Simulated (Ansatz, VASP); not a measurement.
C: VASP beside Ansatz

```
CELL_PARAMETERS angstrom
1.23329 -2.13604 0.00000
1.23329 2.13604 0.00000
0.00000 0.00000 8.52756
ATOMIC_POSITIONS crystal
C 0.08333 0.91667 0.75000
C 0.58333 0.41667 0.25000
C 0.91667 0.08333 0.25000
C 0.41667 0.58333 0.75000
```

Alike in both runs: functional PBE; k mesh 18 × 18 × 6; occupations gaussian, width 0.1 eV; no spin polarisation.

Ansatz relaxed the structure, and its values are those at the end. VASP's run is a single point on that final structure, the one shown.

```csv
,VASP,Ansatz
version,VASP 6.6.1,Ansatz 0.2.0
potentials or method,"VASP PAW PBE potentials, release 64 (C)","scalar-relativistic, plane waves, PAW"
plane-wave cutoff (eV),520,420
valence electrons in the cell,16,16
```

Ansatz gave:

| Property | Result |
| --- | --- |
| gap on the k mesh at the Fermi level (eV) | none |
| pressure (GPa) | 0.0 |

What did VASP give for the same quantities?

gap on the k mesh at the Fermi level (eV): none; pressure (GPa): 0.4.

A gap of «none» marks a metal or a gap that the smearing closes. With one functional, cell and mesh, what is left measures potentials, basis and numerics.

Caveats: this functional lacks dispersion, which binds the layers, so the pressure and a relaxed spacing across them are unreliable.
